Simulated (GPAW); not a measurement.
Crystal: Ru.

```
CELL_PARAMETERS angstrom
2.70580 0.00000 0.00000
-1.35290 2.34329 0.00000
0.00000 0.00000 4.28190
ATOMIC_POSITIONS crystal
Ru 0.66667 0.33333 0.75000
Ru 0.33333 0.66667 0.25000
```

| Quantity | Value |
| --- | --- |
| Program | GPAW 26.7.0 |
| Task | relaxation of cell and atoms |
| Functional | BLYP |
| Dispersion | D4 |
| Potentials or basis | PAW data sets generated in the run's folder for this functional |
| Cutoff | 600 eV |
| Basis | pw |
| k mesh | 11 × 11 × 6 |
| Occupations | fermi-dirac, width 0.05 eV |
| Spin | no spin polarisation |

At the start: pressure 4.9 GPa; volume 13.57 Å³/atom.

Problem. Where does the relaxation end?

Solution. Over 8 steps the energy falls by 3.7 meV/atom and the volume is 13.79 Å³/atom (+1.6 %); space group P6_3/mmc (No. 194, to 0.05 Å).

Step by step:
```
step  energy change (eV)  largest force (eV/Å)  pressure (GPa)  volume (Å³)
   1              0.0000                0.0000            4.92        27.15
   2             -0.0045                0.0000            2.93        27.32
   3             -0.0074                0.0000           -0.12        27.59
   4             -0.0074                0.0000           -0.11        27.59
   5             -0.0074                0.0000           -0.09        27.59
   6             -0.0074                0.0000           -0.06        27.59
   7             -0.0074                0.0000           -0.02        27.58
   8             -0.0074                0.0000            0.02        27.58
```

Final structure:
```xyz
2
Lattice="2.7210 0.0000 0.0000 -1.3605 2.3565 0.0000 0.0000 0.0000 4.3015" Properties=species:S:1:pos:R:3 pbc="T T T"
Ru    1.3605    0.7855    3.2261
Ru    0.0000    1.5710    1.0754
```

Caveat: later steps reuse the first step's grids; pairwise dispersion overbinds metals, which lowers pressure and volume.
